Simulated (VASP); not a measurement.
PbF2 (Fluorocronite):

```
CELL_PARAMETERS angstrom
0.00000 2.94621 2.94621
2.94621 0.00000 2.94621
2.94621 2.94621 0.00000
ATOMIC_POSITIONS crystal
Pb 0.00000 0.00000 0.00000
F 0.25000 0.25000 0.25000
F 0.75000 0.75000 0.75000
```

Base run:

| Item | Value |
| --- | --- |
| Program | VASP 6.6.1 |
| Functional | HSE06 |
| Potentials or basis | VASP PAW PBE potentials, release 64 (Pb_d, F) |
| Cutoff | 520 eV |
| k mesh | 6 × 6 × 6 |
| Occupations | gaussian, width 0.03 eV |
| Spin | no spin polarisation |

Its results: band gap on the k mesh 5.76 eV, indirect (least direct gap 5.87 eV); pressure 2.2 GPa.

Task: After a change of settings the same cell gave: band gap on the k mesh 6.87 eV, indirect (least direct gap 6.97 eV); pressure 1.8 GPa. Which change was it?
A. functional from HSE06 to PBE-EpsX
B. functional from HSE06 to PBE; further incar settings from ALGO = Normal; EDIFF = 1e-06 to ALGO = Fast; EDIFF = 1e-06
C. functional from HSE06 to PBE0

Result: A.

Caveats: the PAW data sets were made with another functional, which shifts forces and pressure a little; spin-orbit coupling is left out, which as a rule narrows the gap of such compounds by several tenths of an eV.
